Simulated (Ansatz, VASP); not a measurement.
This is a calculation of CaO for Ansatz 0.2.0. Atoms were shifted at random by some hundredths of an Å from the given cell, which wasn't relaxed again for these runs. The cell is a database's computed one, not the measured one.

File input.yaml:

```yaml
crystal:
  lattice:
    - [0.0, 2.403555696, 2.403555696]
    - [2.403555696, 0.0, 2.403555696]
    - [2.403555696, 2.403555696, 0.0]
  atoms:
    - { symbol: Ca, position: [0.010868, -0.003936, -0.00569] }
    - { symbol: O, position: [0.514541, 0.50652, 0.488573] }
hamiltonian:
  xc: pbe
  pseudopotentials: { kind: paw }
kpoints:
  mp_grid: { grid: [10, 10, 10] }
scf:
  occupations: { method: fermi_dirac, width: 0.05 }
output:
  forces: true
  stress: true
  eigenvalues: true
  write_density: true
  write_potential: true
  elf: true
  volumetric_format: npy
```

Potentials or basis: Ansatz PAW.

The run is started by

```bash
$ ansatz run input.yaml --threads 1 --pin off --max-ram 3584MiB --backend cpu --events-out ev --progress --plain --runs-dir out
```

Problem. Set up the same calculation for VASP 6.6.1. Potentials or basis there: PBE PAW files Ca_sv, O, 520 eV.

Solution. As run (cutoffs and basis follow the program's own potentials, and thresholds, step limits or extra output files can differ):

Contents of INCAR:

```
SYSTEM = CaO
PREC = Accurate
ENCUT = 520
EDIFF = 1E-7
ISMEAR = -1
SIGMA = 0.05
LREAL = .FALSE.
LASPH = .TRUE.
NELM = 80
ALGO = Normal
ISIF = 2
LWAVE = .FALSE.
LCHARG = .FALSE.
GGA = PE
NBANDS = 15
```

KPOINTS

```
regular mesh
0
G
  10 10 10
  0 0 0
```

POSCAR

```
CaO
1.0
    0.0000000000      2.4035556960      2.4035556960
    2.4035556960      0.0000000000      2.4035556960
    2.4035556960      2.4035556960      0.0000000000
Ca O
1 1
Direct
    0.0108680000     -0.0039360000     -0.0056900000
    0.5145410000      0.5065200000      0.4885730000
```

Potentials or basis: VASP PAW PBE potentials, release 64 (Ca_sv, O).

Command:

```bash
$ cat potpaw_PBE.64/Ca_sv/POTCAR potpaw_PBE.64/O/POTCAR > POTCAR
$ mpirun -np 1 vasp_std > vasp.out
```

Both were run:

|  | Ansatz | VASP |
| --- | --- | --- |
| Pressure | 1.7 GPa | 2.3 GPa |
| Largest force | 0.108 eV/Å | 0.114 eV/Å |

Ansatz's pressure holds a Pulay term of +0.41 GPa for its cutoff of 420 eV, which the other run lacks.

Where Ansatz's input types no cutoff or centring, it takes its own default and a Γ-centred mesh.

Pressure is positive in compression.
